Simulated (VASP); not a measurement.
# SiC in VASP: one cell, several levels of theory

Aim: gap, levels, forces and stress of SiC (zincblende), under +2.0 % equal strain in all directions at fixed geometry. Runs: PBE, r2SCAN. The results are then set beside those of Ansatz 0.2.0 for the same cell.

Program: VASP 6.6.1. PAW datasets, plane waves. The values are computed, spin-unpolarised, and not measurements.

### Step 1. The structure to begin with

The cell comes from an earlier relaxation with r2SCAN in another program.

Space group F-43m (No. 216), cubic; conventional cell a = 4.443 Å, 10.96 Å³ an atom. Around Si lie 4 C at 1.92 Å; around C lie 4 Si at 1.92 Å.

Structure file:

```
CELL_PARAMETERS angstrom
0.00000 2.22161 2.22161
2.22161 0.00000 2.22161
2.22161 2.22161 0.00000
ATOMIC_POSITIONS crystal
Si 0.00000 0.00000 0.00000
C 0.25000 0.25000 0.25000
```

### Step 2. Single point with PBE

INCAR reads:

```
ENCUT = 520.000000
SIGMA = 0.020000
EDIFF = 1.00e-07
GGA = PE
PREC = Accurate
IBRION = -1
ISIF = 2
ISMEAR = -1
NBANDS = 11
NELM = 120
NSW = 0
LASPH = .TRUE.
LCHARG = .TRUE.
LELF = .TRUE.
LWAVE = .FALSE.
LREAL = .FALSE.
```

KPOINTS reads:

```
KPOINTS created by Atomic Simulation Environment
0
Gamma
10 10 10
0 0 0
```

KPOINTS_OPT reads:

```
special points
7
Reciprocal
0.0000000000 0.0000000000 0.0000000000 1
-0.5000000000 -0.5000000000 0.0000000000 1
-0.3750000000 -0.3750000000 0.2500000000 1
-0.3750000000 0.0000000000 0.3750000000 1
0.0000000000 0.0000000000 0.5000000000 1
-0.5000000000 -0.2500000000 0.2500000000 1
0.0000000000 0.5000000000 0.5000000000 1
```

POSCAR reads:

```
Si C
 1.0000000000000000
     0.0000000000000000    2.2216133981000001    2.2216133981000001
     2.2216133981000001    0.0000000000000000    2.2216133981000001
     2.2216133981000001    2.2216133981000001    0.0000000000000000
 Si  C
   1   1
Cartesian
  0.0000000000000000  0.0000000000000000  0.0000000000000000
  1.1108066990499998  1.1108066990499998  1.1108066990499998
```

Potentials: the recommended PBE PAW datasets, 8 valence electrons in the neutral cell.

The run is started by

```bash
$ mpirun -np 1 vasp_std
```

Standard output, without the iteration lines:

```text
POSCAR found type information on POSCAR SiC
 POSCAR found :  2 types and       2 ions
 LDA part: xc-table for (Slater+PW92), standard interpolation
 POSCAR, INCAR and KPOINTS ok, starting setup
 FFT: planning ... GRIDC
 FFT: planning ... GRID_SOFT
 FFT: planning ... GRID
 WAVECAR not read
 entering main loop
 Start KPOINTS_OPT (optional k-point list driver)
k-point batch [1-7\7]
```

OSZICAR:

```text
N       E                     dE             d eps       ncg     rms          rms(c)
DAV:   1     0.491102555411E+01    0.49110E+01   -0.37881E+03  1042   0.603E+02
DAV:   2    -0.160240371190E+02   -0.20935E+02   -0.19898E+02  1342   0.111E+02
DAV:   3    -0.167320825191E+02   -0.70805E+00   -0.70680E+00  1268   0.169E+01
DAV:   4    -0.167350108555E+02   -0.29283E-02   -0.29281E-02  1193   0.139E+00
DAV:   5    -0.167350250280E+02   -0.14172E-04   -0.14172E-04  1258   0.902E-02    0.823E+00
DAV:   6    -0.150755198951E+02    0.16595E+01   -0.64025E+00  1160   0.110E+01    0.360E+00
DAV:   7    -0.150426368061E+02    0.32883E-01   -0.31932E-01  1229   0.328E+00    0.168E+00
DAV:   8    -0.150353767314E+02    0.72601E-02   -0.19441E-02  1175   0.924E-01    0.173E-01
DAV:   9    -0.150354659968E+02   -0.89265E-04   -0.18036E-03  1288   0.235E-01    0.111E-01
DAV:  10    -0.150355873526E+02   -0.12136E-03   -0.27615E-04  1175   0.987E-02    0.267E-02
DAV:  11    -0.150355900447E+02   -0.26921E-05   -0.51812E-05  1223   0.362E-02    0.710E-03
DAV:  12    -0.150355905524E+02   -0.50775E-06   -0.23671E-06  1193   0.912E-03    0.123E-03
DAV:  13    -0.150355905645E+02   -0.12034E-07   -0.14297E-07  1153   0.237E-03
   1 F= -.15035591E+02 E0= -.15035591E+02  d E =-.870916E-12
       N       E                     dE             ncg
DAV:   1     0.913598186814E+03   -0.20359E+04      162
DAV:   2     0.786502297049E+03   -0.12710E+03      210
DAV:   3     0.783687607446E+03   -0.28147E+01      201
DAV:   4     0.783679265224E+03   -0.83422E-02      189
DAV:   5     0.783679225066E+03   -0.40158E-04      193
DAV:   6     0.783679224706E+03   -0.35995E-06      194
DAV:   7     0.783679224702E+03   -0.32019E-08      193
```

The lines after F= are the extra pass for the points of KPOINTS_OPT, at fixed density; their E is not a total energy.

OUTCAR, selected sections:

```text
k-points           NKPTS =     47   k-points in BZ     NKDIM =     47   number of bands    NBANDS=     11

   NELECT =       8.0000    total number of electrons

   dimension x,y,z NGX =    24 NGY =   24 NGZ =   24
   dimension x,y,z NGXF=    48 NGYF=   48 NGZF=   48

  energy-cutoff  :      520.00
  volume of cell :       21.93
      direct lattice vectors                 reciprocal lattice vectors
     0.000000000  2.221613398  2.221613398    -0.225061660  0.225061660  0.225061660
     2.221613398  0.000000000  2.221613398     0.225061660 -0.225061660  0.225061660
     2.221613398  2.221613398  0.000000000     0.225061660  0.225061660 -0.225061660

 k-points in reciprocal lattice and weights: KPOINTS created by Atomic Simulation Env
   0.00000000  0.00000000  0.00000000       0.001
   0.10000000  0.00000000  0.00000000       0.008
   0.20000000  0.00000000  0.00000000       0.008
   0.30000000  0.00000000  0.00000000       0.008
   0.40000000  0.00000000  0.00000000       0.008
   0.50000000  0.00000000  0.00000000       0.004
   0.10000000  0.10000000  0.00000000       0.006
   0.20000000  0.10000000  0.00000000       0.024
[... 39 more k-points ...]

 E-fermi :   7.9067

 k-point     1 :       0.0000    0.0000    0.0000
  band No.  band energies     occupation
      1      -7.4867      2.00000
      2       7.4679      2.00000
      3       7.4679      2.00000
      4       7.4679      2.00000
      5      13.0245      0.00000
      6      14.3833      0.00000
      7      14.3833      0.00000
      8      14.3833      0.00000
      9      21.6410      0.00000
     10      21.6410      0.00000
     11      23.0665      0.00000

 k-point     2 :       0.1000    0.0000    0.0000
  band No.  band energies     occupation
      1      -7.3002      2.00000
      2       6.4650      2.00000
      3       7.3359      2.00000
      4       7.3359      2.00000
      5      13.3612      0.00000
      6      14.5916      0.00000
      7      14.6183      0.00000
      8      14.6183      0.00000
      9      20.7425      0.00000
     10      20.7425      0.00000
     11      23.2188      0.00000

 k-point     3 :       0.2000    0.0000    0.0000
  band No.  band energies     occupation
      1      -6.7497      2.00000
      2       4.3993      2.00000
      3       7.0332      2.00000
      4       7.0332      2.00000
      5      13.1551      0.00000
      6      14.9883      0.00000
      7      14.9883      0.00000
      8      15.7230      0.00000
      9      20.0936      0.00000
     10      20.0936      0.00000
     11      22.4001      0.00000

 k-point     4 :       0.3000    0.0000    0.0000
  band No.  band energies     occupation
      1      -5.8722      2.00000
      2       2.1722      2.00000
      3       6.7217      2.00000
      4       6.7217      2.00000
      5      12.7526      0.00000
      6      14.9238      0.00000
      7      14.9238      0.00000
      8      16.7621      0.00000
      9      20.8210      0.00000
     10      20.8210      0.00000
     11      22.0553      0.00000

 k-point     5 :       0.4000    0.0000    0.0000
  band No.  band energies     occupation
      1      -4.7978      2.00000
      2       0.2160      2.00000
      3       6.5060      2.00000
      4       6.5060      2.00000
      5      12.4775      0.00000
      6      14.6092      0.00000
      7      14.6092      0.00000
      8      17.1550      0.00000
      9      22.5480      0.00000
     10      22.6176      0.00000
     11      22.6176      0.00000

 k-point     6 :       0.5000    0.0000    0.0000
  band No.  band energies     occupation
      1      -4.1312      2.00000
      2      -0.7544      2.00000
      3       6.4304      2.00000
      4       6.4304      2.00000
      5      12.3838      0.00000
      6      14.4620      0.00000
      7      14.4620      0.00000
      8      17.2006      0.00000
      9      22.9905      0.00000
     10      24.1040      0.00000
     11      24.1040      0.00000

 k-point     7 :       0.1000    0.1000    0.0000
  band No.  band energies     occupation
      1      -7.2380      2.00000
      2       6.6899      2.00000
      3       7.0107      2.00000
      4       7.0107      2.00000
      5      13.5375      0.00000
      6      13.8981      0.00000
      7      15.0614      0.00000
      8      15.0614      0.00000
      9      19.3741      0.00000
     10      21.9229      0.00000
     11      24.0606      0.00000

[... the tables of k-points 8 to 47 left out ...]

  Total       -1.1584176     -1.1584176     -1.1584176      0.0000000      0.0000000      0.0000000
  in kB      -84.6331048    -84.6331048    -84.6331048      0.0000000      0.0000000      0.0000000
  external PRESSURE =     -84.6331048 kB  Pullay stress =       0.0000000 kB

 POSITION                                       TOTAL-FORCE (eV/Angst)
 -----------------------------------------------------------------------------------
      0.00000      0.00000      0.00000        -0.000000     -0.000000      0.000000
      1.11081      1.11081      1.11081         0.000000      0.000000     -0.000000
 -----------------------------------------------------------------------------------
    total drift:                                0.000000      0.000000      0.000000

  FREE ENERGIE OF THE ION-ELECTRON SYSTEM (eV)
  ---------------------------------------------------
  free  energy   TOTEN  =       -15.0355905645 eV

  energy  without entropy=      -15.0355905645  energy(sigma->0) =      -15.03559056
```

Hardware: 1 MPI rank of Intel Xeon Platinum 8488C, shared host.

The levels at the points of KPOINTS_OPT are read from vasprun.xml.

Band energies at the special points (eV, zero at the top of v, the last band that the electrons fill by count):

```
point    v−1      v     c   c+1
    Γ   0.00   0.00  5.56  6.92
    X  -3.07  -3.07  1.41  4.12
    U  -5.26  -2.51  3.06  7.43
    K  -5.26  -2.51  3.06  7.43
    L  -1.04  -1.04  4.92  6.99
    W  -4.73  -4.47  5.13  8.84
```

The PBE gap is 1.41 eV and indirect (Γ to X), with 4.48 eV as the least direct one. Pressure: -8.46 GPa; the forces vanish within 0.01 eV/Å.

The maps below are laid out on this run's own conventional cell (a, b, c = 4.443, 4.443, 4.443 Å).

Density in a lattice plane of the grid's cell (edges 4.44 and 4.44 Å, at 0.000 of the third edge), which holds Si.

Ten even steps from '0' (-0.18 e/Å³) to '9' (0.42 e/Å³):
```
236898765443334456789863
678998765444444456789987
889998876554445567889998
888998877665556677889988
777788888777777788888777
556677889988888998877665
445567889998889998876554
444456789987678998765444
334456789863236898765443
334455788751015788755443
334456789863236898765443
444456789987678998765444
445567889998889998876554
556677889988888998877665
777788888777777788888777
888998877665556677889988
889998876554445567889998
678998765444444456789987
236898765443334456789863
015788755443334455788751
```
Columns run along the first of these edges and rows up along the second, over one cell in 24 and 20 even steps from the bottom left corner. Atoms in the plane (fractional): Si at (0.00, 0.00), Si at (0.50, 0.50).

ELF in the same plane.

Ten even steps from '0' (0.02) to '9' (0.72):
```
013566531000000013566531
236888643100000134688863
458999764321112346799985
567999876542224567899986
456788888765456788888765
223567899976567999876542
112346799985458999764321
000134688863236888643100
000013566531013566531000
000012455310001355421000
000013566531013566531000
000134688863236888643100
112346799985458999764321
224567899986567999876542
456788888765456788888765
567999876542223567899976
458999764321112346799985
236888643100000134688863
013566531000000013566531
001355421000000012455310
```
Columns run along the first of these edges and rows up along the second, over one cell in 24 and 20 even steps from the bottom left corner. Atoms in the plane (fractional): Si at (0.00, 0.00), Si at (0.50, 0.50).

Both are smooth fields of the valence electrons: close to the nuclei they are not physical.

Outside the cores ELF peaks at 0.93 on the C–Si line, 0.9 Å from C.

### Step 3. r2SCAN

INCAR reads:

```
ENCUT = 520.000000
SIGMA = 0.010000
EDIFF = 1.00e-07
ALGO = Normal
METAGGA = R2SCAN
PREC = Accurate
IBRION = -1
ISIF = 2
ISMEAR = 0
NBANDS = 11
NELM = 120
NSW = 0
LASPH = .TRUE.
LCHARG = .FALSE.
LWAVE = .FALSE.
LREAL = .FALSE.
```

KPOINTS is that of step 2.

KPOINTS_OPT is that of step 2.

POSCAR is that of step 2.

The run is started by

```bash
$ mpirun -np 1 vasp_std
```

Standard output, without the iteration lines:

```text
POSCAR found type information on POSCAR SiC
 POSCAR found :  2 types and       2 ions
 -----------------------------------------------------------------------------
|                                                                             |
|                                                                             |
|     You enforced a specific xc type in the INCAR file but a different       |
|     I HOPE YOU KNOW WHAT YOU ARE DOING!                                     |
|                                                                             |
 -----------------------------------------------------------------------------

 LDA part: xc-table for (None), standard interpolation
 POSCAR, INCAR and KPOINTS ok, starting setup
 FFT: planning ... GRIDC
 FFT: planning ... GRID_SOFT
 FFT: planning ... GRID
 WAVECAR not read
 entering main loop
 Start KPOINTS_OPT (optional k-point list driver)
k-point batch [1-7\7]
```

OSZICAR:

```text
N       E                     dE             d eps       ncg     rms          rms(c)
DAV:   1     0.110675042928E-01    0.11068E-01   -0.39155E+03  1042   0.622E+02
DAV:   2    -0.214595614201E+02   -0.21471E+02   -0.20400E+02  1334   0.114E+02
DAV:   3    -0.221723790720E+02   -0.71282E+00   -0.71156E+00  1265   0.172E+01
DAV:   4    -0.221752614617E+02   -0.28824E-02   -0.28822E-02  1213   0.140E+00
DAV:   5    -0.221752748846E+02   -0.13423E-04   -0.13423E-04  1255   0.899E-02    0.858E+00
DAV:   6    -0.192260533838E+02    0.29492E+01   -0.49148E+00  1148   0.102E+01    0.470E+00
DAV:   7    -0.192660735301E+02   -0.40020E-01   -0.43172E-01  1253   0.382E+00    0.232E+00
DAV:   8    -0.192761770040E+02   -0.10103E-01   -0.19595E-02  1109   0.107E+00    0.142E-01
DAV:   9    -0.192764915742E+02   -0.31457E-03   -0.50366E-04  1482   0.189E-01    0.120E-01
DAV:  10    -0.192765823262E+02   -0.90752E-04   -0.80764E-05  1148   0.771E-02    0.130E-02
DAV:  11    -0.192765803121E+02    0.20141E-05   -0.31775E-06  1318   0.107E-02    0.389E-03
DAV:  12    -0.192765804050E+02   -0.92846E-07   -0.13002E-07  1169   0.319E-03
   1 F= -.19276580E+02 E0= -.19276580E+02  d E =-.152454E-81
       N       E                     dE             ncg
DAV:   1     0.897016217187E+03   -0.20525E+04      162
DAV:   2     0.763472412626E+03   -0.13354E+03      210
DAV:   3     0.760639121941E+03   -0.28333E+01      201
DAV:   4     0.760630934745E+03   -0.81872E-02      189
DAV:   5     0.760630897250E+03   -0.37495E-04      193
DAV:   6     0.760630896944E+03   -0.30566E-06      197
DAV:   7     0.760630896941E+03   -0.28452E-08      190
```

OUTCAR, selected sections:

```text
k-points           NKPTS =     47   k-points in BZ     NKDIM =     47   number of bands    NBANDS=     11

   NELECT =       8.0000    total number of electrons

   dimension x,y,z NGX =    24 NGY =   24 NGZ =   24
   dimension x,y,z NGXF=    48 NGYF=   48 NGZF=   48

  energy-cutoff  :      520.00
  volume of cell :       21.93
      direct lattice vectors                 reciprocal lattice vectors
     0.000000000  2.221613398  2.221613398    -0.225061660  0.225061660  0.225061660
     2.221613398  0.000000000  2.221613398     0.225061660 -0.225061660  0.225061660
     2.221613398  2.221613398  0.000000000     0.225061660  0.225061660 -0.225061660

 k-points in reciprocal lattice and weights: KPOINTS created by Atomic Simulation Env
   0.00000000  0.00000000  0.00000000       0.001
   0.10000000  0.00000000  0.00000000       0.008
   0.20000000  0.00000000  0.00000000       0.008
   0.30000000  0.00000000  0.00000000       0.008
   0.40000000  0.00000000  0.00000000       0.008
   0.50000000  0.00000000  0.00000000       0.004
   0.10000000  0.10000000  0.00000000       0.006
   0.20000000  0.10000000  0.00000000       0.024
[... 39 more k-points ...]

 E-fermi :   7.4800

 k-point     1 :       0.0000    0.0000    0.0000
  band No.  band energies     occupation
      1      -8.3782      2.00000
      2       7.3468      2.00000
      3       7.3468      2.00000
      4       7.3468      2.00000
      5      13.4534      0.00000
      6      14.7735      0.00000
      7      14.7735      0.00000
      8      14.7735      0.00000
      9      22.2044      0.00000
     10      22.2044      0.00000
     11      24.1722      0.00000

 k-point     2 :       0.1000    0.0000    0.0000
  band No.  band energies     occupation
      1      -8.1849      2.00000
      2       6.3031      2.00000
      3       7.2083      2.00000
      4       7.2084      2.00000
      5      13.7924      0.00000
      6      15.0237      0.00000
      7      15.0237      0.00000
      8      15.0411      0.00000
      9      21.3156      0.00000
     10      21.3156      0.00000
     11      24.1863      0.00000

 k-point     3 :       0.2000    0.0000    0.0000
  band No.  band energies     occupation
      1      -7.6155      2.00000
      2       4.1472      2.00000
      3       6.8902      2.00000
      4       6.8902      2.00000
      5      13.5684      0.00000
      6      15.4161      0.00000
      7      15.4161      0.00000
      8      16.3154      0.00000
      9      20.6659      0.00000
     10      20.6659      0.00000
     11      23.2845      0.00000

 k-point     4 :       0.3000    0.0000    0.0000
  band No.  band energies     occupation
      1      -6.7120      2.00000
      2       1.8290      2.00000
      3       6.5617      2.00000
      4       6.5617      2.00000
      5      13.1595      0.00000
      6      15.3398      0.00000
      7      15.3398      0.00000
      8      17.4623      0.00000
      9      21.4689      0.00000
     10      21.4689      0.00000
     11      22.9408      0.00000

 k-point     5 :       0.4000    0.0000    0.0000
  band No.  band energies     occupation
      1      -5.6209      2.00000
      2      -0.1864      2.00000
      3       6.3335      2.00000
      4       6.3335      2.00000
      5      12.8788      0.00000
      6      15.0012      0.00000
      7      15.0012      0.00000
      8      17.8955      0.00000
      9      23.4138      0.00000
     10      23.4138      0.00000
     11      23.5124      0.00000

 k-point     6 :       0.5000    0.0000    0.0000
  band No.  band energies     occupation
      1      -4.9649      2.00000
      2      -1.1608      2.00000
      3       6.2535      2.00000
      4       6.2535      2.00000
      5      12.7828      0.00000
      6      14.8444      0.00000
      7      14.8444      0.00000
      8      17.9457      0.00000
      9      24.0199      0.00000
     10      25.0741      0.00000
     11      25.0741      0.00000

 k-point     7 :       0.1000    0.1000    0.0000
  band No.  band energies     occupation
      1      -8.1205      2.00000
      2       6.5365      2.00000
      3       6.8692      2.00000
      4       6.8692      2.00000
      5      13.9587      0.00000
      6      14.3303      0.00000
      7      15.4959      0.00000
      8      15.4959      0.00000
      9      19.9272      0.00000
     10      22.5039      0.00000
     11      25.1641      0.00000

[... the tables of k-points 8 to 47 left out ...]

  Total       -1.6601870     -1.6601870     -1.6601870     -0.0000000      0.0000000     -0.0000000
  in kB     -121.2919967   -121.2919967   -121.2919967     -0.0000000      0.0000000     -0.0000000
  external PRESSURE =    -121.2919967 kB  Pullay stress =       0.0000000 kB

 POSITION                                       TOTAL-FORCE (eV/Angst)
 -----------------------------------------------------------------------------------
      0.00000      0.00000      0.00000        -0.000000     -0.000000     -0.000000
      1.11081      1.11081      1.11081         0.000000      0.000000      0.000000
 -----------------------------------------------------------------------------------
    total drift:                               -0.000000     -0.000000     -0.000000

  FREE ENERGIE OF THE ION-ELECTRON SYSTEM (eV)
  ---------------------------------------------------
  free  energy   TOTEN  =       -19.2765804050 eV

  energy  without entropy=      -19.2765804050  energy(sigma->0) =      -19.27658040
```

Hardware: 1 MPI rank of Intel Xeon Platinum 8488C, shared host.

The levels at the points of KPOINTS_OPT are read from vasprun.xml.

Near the gap, in eV above the top of the last filled band v; c is the band after it:

```
point    v−1      v     c   c+1
    Γ   0.00   0.00  6.11  7.43
    X  -3.22  -3.22  1.76  4.60
    U  -5.44  -2.63  3.47  8.05
    K  -5.44  -2.63  3.47  8.05
    L  -1.09  -1.09  5.44  7.50
    W  -4.91  -4.59  5.63  9.57
```

The r2SCAN gap is 1.76 eV and indirect (Γ to X), with 4.98 eV as the least direct one. Pressure: -12.13 GPa; the forces vanish within 0.01 eV/Å.

### Step 4. What came out

| level | gap (eV) | pressure (GPa) | Ansatz: gap (eV) | Ansatz: pressure (GPa) |
| --- | --- | --- | --- | --- |
| PBE | 1.41 | -8.46 | 1.41 | -8.43 |
| r2SCAN | 1.76 | -12.13 | 1.75 | -11.99 |

In words: The gap spans 1.41 eV (PBE) to 1.76 eV (r2SCAN). The pressure is highest with PBE (-8.5 GPa) and lowest with r2SCAN (-12.1 GPa), which orders the cells that they would relax to. The two programs agree on the gap within 0.02 eV, far less than the spread between functionals. Each program uses its own PAW datasets and cutoff.
